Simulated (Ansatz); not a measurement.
Runs of Ansatz 0.2.0 on CuO. The typed cell holds 8 atoms: a = 2.900 Å, b = 5.129 Å, c = 5.643 Å, α = 93.94°, β = 101.64°, γ = 97.69°. 

| task | level | U | cell | k mesh | cutoff (eV) | points for each segment of the path | hubbard projectors | double counting | gap on the mesh (eV) | pressure (GPa) | relaxed volume (Å³/atom) | largest force (eV/Å) |
| --- | --- | --- | --- | --- | --- | --- | --- | --- | --- | --- | --- | --- |
| relaxation of cell and atoms | PBE | - | relaxed from: atom 8 moved 0.30 Å | 9 × 5 × 5 | 420 | - | - | - | none | 0.0 | 11.20 | - |
| relaxation of cell and atoms | BLYP | - | relaxed from: atom 8 moved 0.30 Å | 9 × 5 × 5 | 420 | - | - | - | none | 0.0 | 11.65 | - |
| relaxation of cell and atoms | LDA | - | relaxed from: atom 8 moved 0.30 Å | 9 × 5 × 5 | 420 | - | - | - | none | 0.0 | (b) | - |
| band structure | r2SCAN | - | as given | 9 × 5 × 5 | 500 | 10 | - | - | none | (c) | - | 2.58 |
| single point | PBE | - | as given | 7 × 4 × 4 | 420 | - | - | - | none | 8.9 | - | 2.63 |
| band structure | PBEsol+U | Cu d U = 4.5 eV | as given | 9 × 5 × 5 | 420 | 10 | ortho-atomic (the default) | fll (the default) | none | 2.6 | - | 2.58 |
| relaxation of cell and atoms | PBEsol | - | relaxed from: atom 8 moved 0.30 Å | 9 × 5 × 5 | 420 | - | - | - | none | 0.0 | (a) | - |
| relaxation of cell and atoms | RPBE | - | relaxed from: atom 8 moved 0.30 Å | 9 × 5 × 5 | 420 | - | - | - | none | 0.0 | 11.61 | - |

Alike in all rows: potentials or basis Ansatz PAW; no spin polarisation; smearing fermi-dirac 0.05 eV.

Task: Fill in the values left out.

Result: (a) 10.67; (b) 10.27; (c) 1.9.

Caveats: the run has no spin polarisation, though such a crystal can be magnetic; semilocal functionals often make such compounds metallic where correlation or magnetic order opens a gap, which also shifts bond lengths (some runs); the PAW data sets come from PBE, with cores solved anew for the run's functional, which leaves a small shift of forces and pressure (some runs); the plane-wave basis is chosen anew once the cell has moved, so the energies of steps on either side of that aren't comparable (some runs); forces of over 1 eV/Å show positions far from the minimum, so gaps and moduli don't describe the material at rest (some runs); U without spin polarisation on a metal has little footing (some runs).

A gap of «none» marks a metal or a gap under the smearing width.
